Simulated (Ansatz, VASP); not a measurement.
# One calculation of MgS (Niningerite), two programs

Contents of INCAR:

```
ALGO = Normal ; EDIFF = 1E-6
ENCUT = 520 ; GGA = PE
ISIF = 2 ; ISMEAR = -1
LASPH = T ; LCHARG = F
LREAL = F ; LWAVE = F
NBANDS = 11 ; NELM = 60
PREC = Accurate ; SIGMA = 0.05
```

The input KPOINTS:

```
k-points
0
Gamma
  8 8 8
```

POSCAR

```
MgS
1.0
   -0.0520330000      2.6016500000      2.6016500000
    2.6016500000     -0.0520330000      2.6016500000
    2.5496170000      2.5496170000      0.0000000000
S Mg
1 1
Direct
    0.5000000000      0.5000000000      0.5000000000
    0.0000000000      0.0000000000      0.0000000000
```

The input input.yaml:

```yaml
crystal:
  lattice:
    - [-0.052033, 2.60165, 2.60165]
    - [2.60165, -0.052033, 2.60165]
    - [2.549617, 2.549617, 0.0]
  atoms:
    - { symbol: S, position: [0.5, 0.5, 0.5] }
    - { symbol: Mg, position: [0.0, 0.0, 0.0] }
hamiltonian:
  xc: pbe
  pseudopotentials: { kind: paw }
kpoints:
  mp_grid: { grid: [8, 8, 8] }
  band_path:
    path:
      - [[0.0, 0.0, 0.0], [-0.37005, -0.37005, -0.7401], [-0.49, -0.2501, -0.7401], [-0.5, 0.0, -0.5], [-0.25, 0.25, -0.5], [0.0, 0.0, -0.5], [0.37005, 0.37005, -0.2599], [0.5, 0.5, 0.0], [0.0, 0.0, 0.0], [-0.38005, 0.38005, 0.0], [0.0, 0.5, 0.0], [-0.25, 0.25, -0.5]]
      - [[-0.51, 0.2501, -0.2599], [-0.38005, 0.38005, 0.0]]
      - [[0.38005, 0.61995, 0.0], [0.5, 0.5, 0.0]]
    npoints: 14
scf:
  occupations: { method: fermi_dirac, width: 0.05 }
  n_extra_bands: 6
output:
  forces: true
  stress: true
  eigenvalues: true
  fatbands: true
  write_density: true
  write_potential: true
  elf: true
  volumetric_format: npy
```

Alike in both runs: functional PBE; k mesh 8 × 8 × 8; occupations fermi-dirac, width 0.05 eV; no spin polarisation.

```csv
,VASP,Ansatz
version,VASP 6.6.1,Ansatz 0.2.0
potentials or method,"VASP PAW PBE potentials, release 64 (S, Mg)",Ansatz PAW
plane-wave cutoff (eV),520,420
valence electrons in the cell,8,16
task,single point,band structure
```

|  | VASP | Ansatz | Ansatz less VASP |
| --- | --- | --- | --- |
| gap on the k mesh at the Fermi level (eV) | 2.53 | 2.54 | +0.014 |
| least direct gap on the mesh (eV) | 3.50 | 3.51 | +0.011 |
| pressure (GPa) | 0.9 | 1.2 | +0.30 |
| largest component of the traceless stress (GPa) | 2.20 | 2.20 | -0.003 |

The two sets of potentials don't hold the same shells in valence.

A k mesh can miss the band edges. Expect the measured gap to be larger: semilocal functionals such as PBE lack the derivative discontinuity.
